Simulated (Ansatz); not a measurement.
# TaAs (rocksalt): equation of state and elastic constants

The task here is to estimate one member of a computed series from the others.

Computed with Ansatz 0.2.0 (DFT PBEsol, scalar-relativistic, plane waves, PAW, unless a step's input says otherwise).

## The system as given

It takes space group Fm-3m (No. 225, cubic). The conventional cell has a = 5.203 Å, b = 5.203 Å, c = 5.203 Å, α = 90.00°, β = 90.00°, γ = 90.00°. Ta (site symmetry m-3m) is surrounded by 6 As at 2.60 Å. As (site symmetry m-3m) is surrounded by 6 Ta at 2.60 Å.

Coordinates:

```xyz
2
Lattice="0.0000 2.6016 2.6016 2.6016 0.0000 2.6016 2.6016 2.6016 0.0000" Properties=species:S:1:pos:R:3 pbc="T T T"
Ta    2.6016    2.6016    2.6016
As    0.0000    0.0000    0.0000
```

An earlier run at PBEsol left this cell at 17.609 Å³/atom and 0.00 GPa (10×10×10 mesh).

Volume factors to run: 0.980, 1.020, 0.960, 1.040.

Set-up of the first run:

Input file input.yaml:

```yaml
crystal:
  lattice:
    - [0.0, 2.584175732, 2.584175732]
    - [2.584175732, 0.0, 2.584175732]
    - [2.584175732, 2.584175732, 0.0]
  atoms:
    - { symbol: Ta, position: [0.5, 0.5, 0.5] }
    - { symbol: As, position: [0.0, 0.0, 0.0] }
basis:
  ecutwfc: 420
  ecutrho_ratio: 4
kpoints:
  mp_grid: { grid: [10, 10, 10] }
hamiltonian:
  xc: pbesol
scf:
  occupations: { method: gaussian, width: 0.05 }
output:
  forces: true
  stress: true
  eigenvalues: true
```

The run is started by

```console
> ansatz run input.yaml --threads 4 --pin off --max-ram 4096MiB --backend cpu --events-out ev --progress --plain --runs-dir out
```

Among the steps run: At 0.980 of the relaxed volume; Scaling the volume by 1.020; Scaling the volume by 0.960; Scaling the volume by 1.040.

One of the session's tables, all rows but one given; the rest of the session is left out.

It belongs to the step «Energy and pressure against volume». 

| volume (Å³/atom) | energy (meV/atom) | pressure (GPa) |
| --- | --- | --- |
| 16.905 | 15.93 | 7.57 |
| 17.257 | 3.81 | 3.58 |
| 17.609 | 0.00 | 0.00 |
| 17.961 | ? | ? |
| 18.314 | 13.97 | -6.09 |

Q: Estimate the row for volume (Å³/atom) = 17.961 from the others.

Worked estimate for «energy (meV/atom)». A straight line through the neighbours (17.609, 0.00) and (18.314, 13.97) gives 0.00 + (13.97 − 0.00) × (17.961 − 17.609) / (18.314 − 17.609) = 6.98; a parabola fitted to 3 rows on both sides gives 3.37.

The run gave: energy (meV/atom): 3.64; pressure (GPa): -3.21. In «energy (meV/atom)» the line misses by +3.34 and the parabola by -0.27.
